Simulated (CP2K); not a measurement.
The system is MoS2, a slab with vacuum.

```
Mo S
1.0
     3.18413    0.00000    0.00000
    -1.59206    2.75753    0.00000
     0.00000    0.00000   17.33460
Mo S
1 2
Direct
  0.00000 0.00000 0.00000
  0.33333 0.66667 0.91051
  0.33333 0.66667 0.08949
```

Program: CP2K 2026.2. Alike in all runs: no spin polarisation; cell as given; k mesh 10 × 10 × 2. Hardware: 1 thread of Arm Neoverse V2, on a shared host.

Task: Order these runs on this cell by their wall time, lowest first.
A. task single point; level PBEsol; potentials or basis POTENTIAL_UZH Mo GTH-PBE-q14, S GTH-PBE-q6; TZVP-MOLOPT-PBE-GTH basis; smearing fermi-dirac 0.05 eV; EPS_DEFAULT 1.0E-10; CUTOFF of the grids 450 Ry
B. task band structure; level r2SCAN; potentials or basis POTENTIAL_UZH Mo GTH-SCAN-q14, S GTH-SCAN-q6; TZVP-MOLOPT-SCAN-GTH basis; smearing fermi-dirac 0.1 eV; EPS_DEFAULT 1.0E-9; points a segment of the path (NPOINTS) 10; bands added on the path 4; CUTOFF of the grids 675 Ry
C. task band structure; level TB-mBJ; potentials or basis POTENTIAL_UZH Mo GTH-PBE-q14, S GTH-PBE-q6; TZVP-MOLOPT-PBE-GTH basis; smearing fermi-dirac 0.1 eV; EPS_DEFAULT 1.0E-9; points a segment of the path (NPOINTS) 6; bands added on the path 4; CUTOFF of the grids 675 Ry

Result: A (32 s), B (75 s), C (250 s).

Caveats: this is a model potential without an energy functional, so only levels have meaning (some runs).
